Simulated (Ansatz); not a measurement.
Input and command of a calculation in Ansatz (plane waves; scalar-relativistic PAW potentials unless the input names others):

```yaml
crystal:
  lattice:
    - [3.2692385009, 0.0, 0.0]
    - [0.0, 3.2692385009, 0.0]
    - [0.0, 0.0, 3.2692385009]
  atoms:
    - { symbol: Sc, position: [0.5, 0.5, 0.5] }
    - { symbol: Al, position: [0.0, 0.0, 0.0] }
basis:
  ecutwfc: 420
kpoints:
  mp_grid: { grid: [14, 14, 14] }
hamiltonian:
  xc: lda
  hubbard: { sites: [{ species: Sc, l: d, u_eff: 3.0 }], double_counting: fll }
scf:
  occupations: { method: gaussian, width: 0.15 }
output:
  forces: true
  eigenvalues: true
  stress: true
```

```bash
ansatz run input.yaml --threads 1 --pin off --max-ram 2560MiB --backend cpu --events-out ev --progress --plain --runs-dir out
```

Abridged log:
```
Basis set: ecut = 420 eV, 691 PW (Γ)
Bands: 11, of which v1, the nominal top of the filled ones, is band 7 counted from 1 (6 counted from 0)
Symmetry: 48 space group operations
k-points: 120 of 2744
SCF iter   1: F=—  HF=-2600.519460 eV  |F-HF|=—  |Δ(HF+E_count)|=         —  Δρ=3.55e-2  dr2=6.44e-1  ethr=3.10e-3  ⟨swp⟩=5.0  Hψ=7006  notcnv=0
SCF iter   2: F=—  HF=-2600.387923 eV  |F-HF|=—  |Δ(HF+E_count)|=   1.32e-1  Δρ=1.54e-2  dr2=1.00e-1  ethr=3.10e-3  ⟨swp⟩=2.3  Hψ=2916  notcnv=0
SCF iter   3: F=—  HF=-2600.404238 eV  |F-HF|=—  |Δ(HF+E_count)|=   1.63e-2  Δρ=3.27e-3  dr2=4.70e-3  ethr=7.15e-4  ⟨swp⟩=2.0  Hψ=1965  notcnv=0
SCF iter   4: F=—  HF=-2600.406946 eV  |F-HF|=—  |Δ(HF+E_count)|=   2.71e-3  Δρ=8.15e-4  dr2=2.77e-4  ethr=3.36e-5  ⟨swp⟩=2.0  Hψ=1598  notcnv=0
SCF iter   5: F=—  HF=-2600.407016 eV  |F-HF|=—  |Δ(HF+E_count)|=   7.07e-5  Δρ=1.82e-4  dr2=1.79e-5  ethr=1.98e-6  ⟨swp⟩=2.9  Hψ=2155  notcnv=0
SCF iter   6: F=—  HF=-2600.407013 eV  |F-HF|=—  |Δ(HF+E_count)|=   3.00e-6  Δρ=2.74e-5  dr2=2.10e-7  ethr=1.28e-7  ⟨swp⟩=2.4  Hψ=1849  notcnv=0
SCF iter   7: F=-2600.407014 eV  HF=-2600.407014 eV  |F-HF|=1.55e-9  |Δ(HF+E_count)|=   2.50e-7  Δρ=2.11e-6  dr2=6.45e-10  ethr=7.14e-10  ⟨swp⟩=4.6  Hψ=5597  notcnv=0
SCF 1 converged in 7 iterations: F = -2600.407014 eV  dr2 = 6.45e-10
SCF converged after 7 iterations
Free energy (F): -2600.407014 eV
Harris-Foulkes:  -2600.407014 eV  (|F-HF|=1.55e-9)
Internal energy: -2600.398367 eV  (E = F + TS)
E sigma→0 (E₀):  -2600.402690 eV
Entropy (-TS):   -0.008647 eV (-4.323 meV/atom)
Fermi energy:    10.883505 eV
--- Forces (eV/Å), atoms counted from 1 ---
  atom   1  Sc     0.00000000     0.00000000     0.00000000
  atom   2  Al     0.00000000     0.00000000     0.00000000
--- Stress (GPa, compression-positive) ---
        7.586178       0.000000       0.000000
        0.000000       7.586178       0.000000
        0.000000       0.000000       7.586178
  P = ⅓ Tr σ = 7.5862 GPa (75.862 kbar)
Occupation matrices written to <dir>
```

Apart from outputs and empty bands, the input differs from a reference run on usual settings in hamiltonian.hubbard: not typed → {"sites": [{"species": "Sc", "l": "d", "u_eff": 3.0}], "double_counting": "fll"}. The reference, at the same geometry (not necessarily relaxed), gave pressure 3.25 GPa, largest force 0.000 eV/Å, no gap on the mesh. This run converged in 7 SCF iterations (reference: 6) with an energy at zero smearing 1.2 eV/atom above the reference's (the Hamiltonian itself differs), pressure 7.59 GPa, largest force 0.000 eV/Å, no gap on the mesh.

Time: 2.7 s on 1 thread of Intel(R) Xeon(R) 6975P-C (Granite Rapids), with other jobs on the host, peak memory 0.41 GiB.